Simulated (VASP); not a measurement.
# AlN (P6_3mc) in VASP: settings compared

Aim: see how the results for AlN move with the level of theory and the settings. Levels: PBE, LDA. Tasks: dielectric tensor, band structure.

Program: VASP 6.6.1. These are calculated values, not measurements. Logs are shortened: lines on timing, memory, paths and dates and some standing lists are left out, and cuts for length are marked.

**Measured values to compare with.**

“Self-assembly of well-separated AlN nanowires directly on sputtered metallic TiN films”, 2019, arxiv:1910.07391 quotes, for a bulk crystal of AlN at 10 K: band gap 6.034 eV (an exciton energy, a little under the gap).

From “Structural and optical properties of self-assembled AlN nanowires grown on SiO2/Si substrates by molecular beam epitaxy”, 2024, arxiv:2402.00216, for a bulk crystal of AlN at 0 K: band gap 6.0343 eV (an exciton energy, a little under the gap).

The runs below are set against these values where they give the same quantity.

## Step 1: Starting point

It takes space group P6_3mc (No. 186, hexagonal). Conventional cell: a = 3.128 Å, b = 3.128 Å, c = 5.016 Å, α = 90.00°, β = 90.00°, γ = 120.00°. Al (site symmetry 3m) has 4 N at 1.90 to 1.91 Å as nearest neighbours. Around N (site symmetry 3m) lie 4 Al at 1.90 to 1.91 Å.

The cell is a database's computed one.

## Step 2: Dielectric tensor, PBE

The input, INCAR:

```
ALGO     = Normal         # electronic algorithm
EDIFF    = 1E-8           # SCF threshold, eV
ENCUT    = 450            # plane-wave cutoff, eV
GGA      = PE             # functional
IBRION   = 8              # ionic algorithm
ISIF     = 2              # what is computed and relaxed
ISMEAR   = 0              # smearing method
KPAR     = 4            
LASPH    = T              # aspherical terms in the spheres
LCHARG   = F              # write CHGCAR
LEPSILON = T              # dielectric tensor by DFPT
LREAL    = F              # projectors in reciprocal space
LWAVE    = F              # write WAVECAR
NELM     = 120            # most SCF steps
PREC     = Accurate       # precision mode
SIGMA    = 0.02           # smearing width, eV
```

The input, KPOINTS:

```
k-points
0
Gamma
  12 12 7
```

The input, POSCAR:

```
AlN                                     
1.0
    3.1278342208      0.0000000000      0.0000000000
   -1.5639171604      2.7087839215      0.0000000000
    0.0000000000      0.0000000000      5.0156648444
  Al              N             
     2     2
Direct
     0.6666666699999979    0.3333333300000021    0.4992676207630851
     0.3333333300000021    0.6666666699999979    0.9992676207630851
     0.6666666699999979    0.3333333300000021    0.8807323792369175
     0.3333333300000021    0.6666666699999979    0.3807323792369175
```

Potentials or basis: VASP PAW PBE potentials, release 64 (Al, N).

Launch:

```sh
$ cat potpaw_PBE.64/Al/POTCAR potpaw_PBE.64/N/POTCAR > POTCAR
$ mpirun -np 4 vasp_std > vasp.out
```

OUTCAR:

```text
EDIFF = 1E-8
   ENCUT = 450
   GGA = PE
   IBRION = 8
   ISIF = 2
   ISMEAR = 0
   LASPH = T
   LEPSILON = T
   LREAL = F
   NELM = 120
   PREC = Accurate

 ion  position               nearest neighbor table
   1  0.667  0.333  0.499-   4 1.90   4 1.90   4 1.90   3 1.91   2 3.09   2 3.09   2 3.09   2 3.09
                             2 3.09   2 3.09
   2  0.333  0.667  0.999-   3 1.90   3 1.90   3 1.90   4 1.91   1 3.09   1 3.09   1 3.09   1 3.09
                             1 3.09   1 3.09
   3  0.667  0.333  0.881-   2 1.90   2 1.90   2 1.90   1 1.91
   4  0.333  0.667  0.381-   1 1.90   1 1.90   1 1.90   2 1.91

  LATTYP: Found a hexagonal cell.
 ALAT       =     3.1278342208
 C/A-ratio  =     1.6035584019

  Lattice vectors:

 A1 = (   3.1278342208,   0.0000000000,   0.0000000000)
 A2 = (  -1.5639171604,   2.7087839215,   0.0000000000)
 A3 = (   0.0000000000,   0.0000000000,   5.0156648444)

Analysis of symmetry for initial positions (statically):
=====================================================================
 Subroutine PRICEL returns:
 Original cell was already a primitive cell.

 Routine SETGRP: Setting up the symmetry group for a
 hexagonal supercell.

 Subroutine GETGRP returns: Found 12 space group operations
 (whereof  6 operations were pure point group operations)
 out of a pool of 24 trial point group operations.

The static configuration has the point symmetry C_3v.
 The point group associated with its full space group is C_6v.

Analysis of symmetry for dynamics (positions and initial velocities):
=====================================================================
 Subroutine PRICEL returns:
 Original cell was already a primitive cell.

 Routine SETGRP: Setting up the symmetry group for a
 hexagonal supercell.

 Subroutine GETGRP returns: Found 12 space group operations
 (whereof  6 operations were pure point group operations)
 out of a pool of 24 trial point group operations.

The dynamic configuration has the point symmetry C_3v.
 The point group associated with its full space group is C_6v.

 Subroutine INISYM returns: Found 12 space group operations
 (whereof  6 operations are pure point group operations),
 and found     1 'primitive' translations

----------------------------------------------------------------------------------------

                                     Primitive cell

  volume of cell :      42.4959

  direct lattice vectors                    reciprocal lattice vectors
     3.127834221  0.000000000  0.000000000     0.319710039  0.184584681  0.000000000
    -1.563917160  2.708783921  0.000000000     0.000000000  0.369169350  0.000000000
     0.000000000  0.000000000  5.015664844     0.000000000  0.000000000  0.199375363

  length of vectors
     3.127834221  3.127834270  5.015664844     0.369169356  0.369169350  0.199375363

  position of ions in fractional coordinates (direct lattice)
     0.666666670  0.333333330  0.499267621
     0.333333330  0.666666670  0.999267621
     0.666666670  0.333333330  0.880732379
     0.333333330  0.666666670  0.380732379

  ion indices of the primitive-cell ions
   primitive index   ion index
                 1           1
                 2           2
                 3           3
                 4           4

[... 556 lines left out ...]
------------------------ aborting loop because EDIFF is reached ----------------------------------------

[... ionic steps 11 to 11 ...]

--------------------------------------- Ionic step       12  -------------------------------------------

 Free energy of the ion-electron system (eV)
  ---------------------------------------------------
  ---------------------------------------------------
  free energy    TOTEN  =        -0.25317235 eV

  energy without entropy =       -0.25317235

------------------------ aborting loop because EDIFF is reached ----------------------------------------

 INTERNAL STRAIN TENSOR  FOR ION    3  DIRECTION 3   (eV/Angst):
 -----------------------------------------------------------------------------
     5.10260 -0.00000  0.00000
    -0.00000  5.10260  0.00000
     0.00000  0.00000-11.26173

 MACROSCOPIC STATIC DIELECTRIC TENSOR (including local field effects in DFT)
 ------------------------------------------------------
           4.465815    -0.000000     0.000000
          -0.000000     4.465815     0.000000
           0.000000     0.000000     4.687651
 ------------------------------------------------------

 PIEZOELECTRIC TENSOR (including local field effects)  for field in x, y, z        (e  Angst)
          XX          YY          ZZ          XY          YZ          ZX
  --------------------------------------------------------------------------------
  x     0.00000    -0.00000    -0.00000     0.00000    -0.00000     0.90175
  y    -0.00000     0.00000    -0.00000     0.00000     0.90175    -0.00000
  z     0.71474     0.71474    -1.11831    -0.00000    -0.00000     0.00000

 PIEZOELECTRIC TENSOR (including local field effects)  for field in x, y, z        (C/m^2)
          XX          YY          ZZ          XY          YZ          ZX
  --------------------------------------------------------------------------------
  x     0.00000    -0.00000    -0.00000     0.00000    -0.00000     0.33998
  y    -0.00000     0.00000    -0.00000     0.00000     0.33998    -0.00000
  z     0.26947     0.26947    -0.42162    -0.00000    -0.00000     0.00000

 BORN EFFECTIVE CHARGES (including local field effects) (in |e|, cummulative output)
 ---------------------------------------------------------------------------------
 ion    1
    1     2.51444    -0.00000     0.00000
    2    -0.00000     2.51444     0.00000
    3     0.00000     0.00000     2.67417
 ion    2
    1     2.51444    -0.00000    -0.00000
    2    -0.00000     2.51444    -0.00000
    3     0.00000     0.00000     2.67417
 ion    3
    1    -2.51444     0.00000     0.00000
    2     0.00000    -2.51444    -0.00000
    3     0.00000     0.00000    -2.67417
 ion    4
    1    -2.51444     0.00000    -0.00000
    2     0.00000    -2.51444     0.00000
    3    -0.00000     0.00000    -2.67417

 INTERNAL STRAIN TENSOR FOR ION    4 for displacements in x,y,z  (eV/Angst):
          X           Y           Z          XY          YZ          ZX
  --------------------------------------------------------------------------------
  x     0.00000    -0.00000     0.00000    -9.85497    -0.00000     4.86056
  y    -9.85497     9.85497     0.00000    -0.00000     4.97665    -0.00000
  z     5.10260     5.10260   -11.26173    -0.00000     0.00000     0.00000

 SECOND DERIVATIVES (NOT SYMMETRIZED)
 ------------------------------------
               1X          1Y          1Z          2X          2Y          2Z          3X          3Y          3Z          4X          4Y          4Z
  1X   -15.019215    0.000000    0.000000    0.645841   -0.000000    0.000000    1.482019   -0.000000    0.000000   12.891355   -0.000000    0.000000
  1Y     0.000000  -15.019215    0.000000   -0.000000    0.645841    0.000000   -0.000000    1.482019    0.000000   -0.000000   12.891355   -0.000000
  1Z     0.000000    0.000000  -20.338285    0.000000   -0.000000    8.254300   -0.000000    0.000000    5.984178   -0.000000    0.000000    6.099807
  2X     0.645841   -0.000000   -0.000000  -15.019215    0.000000   -0.000000   12.891355   -0.000000    0.000000    1.482019   -0.000000   -0.000000
  2Y    -0.000000    0.645841   -0.000000    0.000000  -15.019215    0.000000   -0.000000   12.891355    0.000000   -0.000000    1.482019   -0.000000
  2Z    -0.000000    0.000000    8.254300   -0.000000   -0.000000  -20.338285   -0.000000    0.000000    6.099807    0.000000   -0.000000    5.984178
  3X     1.479407   -0.000000    0.000000   12.889285   -0.000000   -0.000000  -15.074881    0.000000    0.000000    0.706189   -0.000000   -0.000000
  3Y    -0.000000    1.479407    0.000000   -0.000000   12.889285   -0.000000    0.000000  -15.074881    0.000000   -0.000000    0.706189    0.000000
  3Z     0.000000   -0.000000    5.965881    0.000000    0.000000    6.108702   -0.000000    0.000000  -18.949633    0.000000    0.000000    6.875051
  4X    12.889285   -0.000000    0.000000    1.479407   -0.000000   -0.000000    0.706189   -0.000000    0.000000  -15.074881    0.000000    0.000000
  4Y    -0.000000   12.889285    0.000000   -0.000000    1.479407    0.000000   -0.000000    0.706189   -0.000000    0.000000  -15.074881    0.000000
  4Z    -0.000000    0.000000    6.108702   -0.000000    0.000000    5.965881    0.000000    0.000000    6.875051    0.000000    0.000000  -18.949633

 Eigenvectors and eigenvalues of the dynamical matrix
 ----------------------------------------------------

   1 f  =   21.232217 THz   133.405951 2PiTHz  708.230511 cm-1    87.809353 meV
             X         Y         Z           dx          dy          dz
      1.563917  0.902928  2.504159     0.000000    0.000000   -0.005990
     -0.000000  1.805856  5.011991     0.000000    0.000000    0.005990
      1.563917  0.902928  4.417458    -0.000000   -0.000000   -0.707081
     -0.000000  1.805856  1.909626    -0.000000   -0.000000    0.707081
[... 71 lines left out ...]
  12 f/i=    0.003304 THz     0.020757 2PiTHz    0.110195 cm-1     0.013662 meV
             X         Y         Z           dx          dy          dz
      1.563917  0.902928  2.504159     0.000000    0.000000    0.573667
     -0.000000  1.805856  5.011991     0.000000    0.000000    0.573667
      1.563917  0.902928  4.417458     0.000000    0.000000    0.413408
     -0.000000  1.805856  1.909626     0.000000    0.000000    0.413408

--------------------------------------------------------------------------------------------------------

 MACROSCOPIC STATIC DIELECTRIC TENSOR IONIC CONTRIBUTION
 ------------------------------------------------------
           3.746643    -0.000000    -0.000000
          -0.000000     3.746643    -0.000000
          -0.000000    -0.000000     5.041794
 ------------------------------------------------------

 ELASTIC MODULI CONTR FROM IONIC RELAXATION (kBar)
 Direction    XX          YY          ZZ          XY          YZ          ZX
 --------------------------------------------------------------------------------
 XX        -632.0087    306.0861    359.8037      0.0000      0.0000     -0.0000
 YY         306.0861   -632.0087    359.8037      0.0000     -0.0000      0.0000
 ZZ         359.8037    359.8037   -794.4137     -0.0000     -0.0000     -0.0000
 XY           0.0000      0.0000     -0.0000   -469.0474     -0.0000     -0.0000
 YZ           0.0000      0.0000     -0.0000     -0.0000   -117.3018      0.0000
 ZX          -0.0000      0.0000     -0.0000     -0.0000      0.0000   -122.2192
 --------------------------------------------------------------------------------

 PIEZOELECTRIC TENSOR IONIC CONTR  for field in x, y, z        (C/m^2)
          XX          YY          ZZ          XY          YZ          ZX
  --------------------------------------------------------------------------------
  x    -0.00000     0.00000    -0.00000     0.00000     0.00000    -0.63674
  y    -0.00000     0.00000    -0.00000    -0.00000    -0.62380     0.00000
  z    -0.85292    -0.85292     1.88316     0.00000     0.00000     0.00000
```

Run time: 9.9 min. Hardware: 4 MPI ranks of Intel Xeon Platinum 8375C at 2.90GHz (Ice Lake), shared host; peak memory 0.54 GiB.

What came out:

| Property | Result |
| --- | --- |
| Band gap on the k mesh | 4.06 eV, direct |
| Electronic dielectric tensor (diagonal) | 4.47, 4.47, 4.69 |
| Born charges (mean of the diagonal) | Al +2.57; N -2.57 e |
| Highest phonon frequency at Γ, LO-TO splitting left out | 708 cm⁻¹ |

Phonon frequencies in cm⁻¹ (negative: imaginary):
```tsv
q point	frequencies
(0.000, 0.000, 0.000)	0 0 0 237 237 537 597 639 639 651 651 708
```

Electronic dielectric tensor:
```
4.47 0.00 0.00
0.00 4.47 0.00
0.00 0.00 4.69
```

Born effective charge tensors (e):
atom 1, Al
```
2.51 0.00 0.00
0.00 2.51 0.00
0.00 0.00 2.67
```
atom 2, Al
```
2.51 0.00 0.00
0.00 2.51 0.00
0.00 0.00 2.67
```
atom 3, N
```
-2.51  0.00  0.00
 0.00 -2.51  0.00
 0.00  0.00 -2.67
```
atom 4, N
```
-2.51  0.00  0.00
 0.00 -2.51  0.00
 0.00  0.00 -2.67
```

Caveat: an odd mesh through Γ misses points on the zone boundary, where band edges often lie.

## Step 3: Band structure, LDA

The input, INCAR:

```
ALGO = Normal ; EDIFF = 1E-6
ENCUT = 450 ; GGA = CA
ISIF = 2 ; ISMEAR = 0
KPAR = 4 ; LASPH = True
LCHARG = False ; LREAL = False
LWAVE = False ; NELM = 120
PREC = Accurate ; SIGMA = 0.02
```

The input, KPOINTS:

```
k-points
0
Gamma
  12 12 8
```

POSCAR is that of step 2.

The input, KPOINTS_OPT:

```
path GMKGALHA,LM,KH
20
line-mode
reciprocal
 0.0000000000  0.0000000000  0.0000000000  G
 0.5000000000  0.0000000000  0.0000000000  M

 0.5000000000  0.0000000000  0.0000000000  M
 0.3333333333  0.3333333333  0.0000000000  K

 0.3333333333  0.3333333333  0.0000000000  K
 0.0000000000  0.0000000000  0.0000000000  G

 0.0000000000  0.0000000000  0.0000000000  G
 0.0000000000  0.0000000000  0.5000000000  A

 0.0000000000  0.0000000000  0.5000000000  A
 0.5000000000  0.0000000000  0.5000000000  L

 0.5000000000  0.0000000000  0.5000000000  L
 0.3333333333  0.3333333333  0.5000000000  H

 0.3333333333  0.3333333333  0.5000000000  H
 0.0000000000  0.0000000000  0.5000000000  A

 0.5000000000  0.0000000000  0.5000000000  L
 0.5000000000  0.0000000000  0.0000000000  M

 0.3333333333  0.3333333333  0.0000000000  K
 0.3333333333  0.3333333333  0.5000000000  H
```

Potentials or basis: VASP PAW LDA potentials, release 64 (Al, N).

Launch:

```sh
$ cat potpaw_LDA.64/Al/POTCAR potpaw_LDA.64/N/POTCAR > POTCAR
$ mpirun -np 4 vasp_std > vasp.out
```

Run time: 35 s. Hardware: 4 MPI ranks of Intel Xeon Platinum 8375C at 2.90GHz (Ice Lake), shared host; peak memory 0.17 GiB.

The run converged. Its results:

* Free energy: -32.8101 eV
* Largest force: 0.005 eV/Å
* Band gap on the k mesh: 4.08 eV, direct
* Band gap along the path: 4.08 eV, direct

Forces in eV/Å, atoms in the order of the input:
```
Al   0.000  0.000  0.005
Al   0.000  0.000  0.005
N    0.000  0.000 -0.005
N    0.000  0.000 -0.005
```

Levels at the corners of the path, in eV from the valence-band top:
```tsv
point	band 4	band 5	band 6	band 7	band 8	band 9	band 10	band 11	band 12
Γ	-0.85	-0.85	-0.20	-0.20	0.00	4.08	6.42	10.34	10.85
M	-4.16	-3.33	-2.07	-1.77	-0.68	5.61	5.64	7.94	10.02
M	-4.16	-3.33	-2.07	-1.77	-0.68	5.61	5.64	7.94	10.02
K	-3.79	-3.79	-2.44	-2.37	-2.37	4.89	8.16	9.44	9.44
K	-3.79	-3.79	-2.44	-2.37	-2.37	4.89	8.16	9.44	9.44
Γ	-0.85	-0.85	-0.20	-0.20	0.00	4.08	6.42	10.34	10.85
Γ	-0.85	-0.85	-0.20	-0.20	0.00	4.08	6.42	10.34	10.85
A	-3.31	-0.53	-0.53	-0.53	-0.53	6.28	6.28	10.01	10.01
A	-3.31	-0.53	-0.53	-0.53	-0.53	6.28	6.28	10.01	10.01
L	-5.58	-1.45	-1.45	-1.36	-1.36	5.14	5.14	8.98	8.98
L	-5.58	-1.45	-1.45	-1.36	-1.36	5.14	5.14	8.98	8.98
H	-4.83	-3.84	-3.84	-0.80	-0.80	7.23	7.23	7.60	7.60
H	-4.83	-3.84	-3.84	-0.80	-0.80	7.23	7.23	7.60	7.60
A	-3.31	-0.53	-0.53	-0.53	-0.53	6.28	6.28	10.01	10.01
L	-5.58	-1.45	-1.45	-1.36	-1.36	5.14	5.14	8.98	8.98
M	-4.16	-3.33	-2.07	-1.77	-0.68	5.61	5.64	7.94	10.02
K	-3.79	-3.79	-2.44	-2.37	-2.37	4.89	8.16	9.44	9.44
H	-4.83	-3.84	-3.84	-0.80	-0.80	7.23	7.23	7.60	7.60
```

(Part 1 of 2 ends here.)
